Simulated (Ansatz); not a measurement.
# What strain does to CdI2 (CdI2 type)

CdI2, CdI2 type, relaxed with r2SCAN+rVV10 in the PAW code Ansatz. The symmetry is P-3m1 (No. 164, trigonal); conventional cell a = 4.247 Å, c = 6.895 Å, 35.90 Å³ an atom. Around Cd lie 6 I at 2.99 Å; around I lie 3 Cd at 2.99 Å.

The axes x, y and z are those of this cell:
```
Cd I
1.0
     4.24701    0.00000    0.00000
    -2.12350    3.67802    0.00000
     0.00000    0.00000    6.89503
Cd I
1 2
Direct
  0.00000 0.00000 0.00000
  0.33333 0.66667 0.24939
  0.66667 0.33333 0.75061
```

Unstrained: With PBE the valence top lies at k = (-0.120, 0.120, 0.214) and the conduction bottom at k = (0, 0.456, 0.359), 2.327 eV higher; the smallest vertical gap, at Γ, is 2.621 eV. The r2SCAN gap is indirect, 2.777 eV (k = (-0.120, 0.120, 0.214) to k = (0, 0.456, 0.359)), below the direct gap of 3.145 eV at k = (0, 0.417, 1/4). With HSE06 the valence top lies at k = (-0.120, 0.120, 0.214) and the conduction bottom at k = (0, 0.456, 0.359), 3.284 eV higher; the smallest vertical gap, at Γ, is 3.654 eV. Meshes: PBE 12×12×4, r2SCAN 12×12×4, HSE06 6×6×4. Strains are changes of length per length. After each strain the atoms were relaxed again with r2SCAN+rVV10 within the symmetry that the strain leaves, so tilts or polar shifts that break it weren't tested; points keep the names that they have in the unstrained zone. The values are computed, spin-unpolarised, and not measurements.

Changes of the least gap in eV (an overlap counts as a negative gap):
```
                                                       strain  volume change (%)  space group     PBE  r2SCAN   HSE06
epitaxial -3.29 % in the xy plane, free normal strain +2.49 %               -4.1        P-3m1  -0.208  -0.204  -0.207
```

Epitaxial -3.29 % in the xy plane, free normal strain +2.49 %. HSE06: the gap goes from 3.284 to 3.077 eV (-0.207 eV); the edges go from (-0.120, 0.120, 0.214) → (0, 0.456, 0.359) to A → L. Stress change with PBE, compression positive: xx +2.01, yy +2.01, zz +0.15 GPa.

Spin-orbit coupling is left out, which matters wherever the heavy atoms make up the band edges.

Where an edge lies off the special points, it is a point of the mesh or the k point where a search put PBE's edge or least direct gap, reused for the other functionals, whose own edges may lie a little apart.

Coordinates of k points refer to the reciprocal vectors of the primitive cell of the runs.

The meshes of the hybrids are coarse, so their gaps aren't converged to the digits shown.
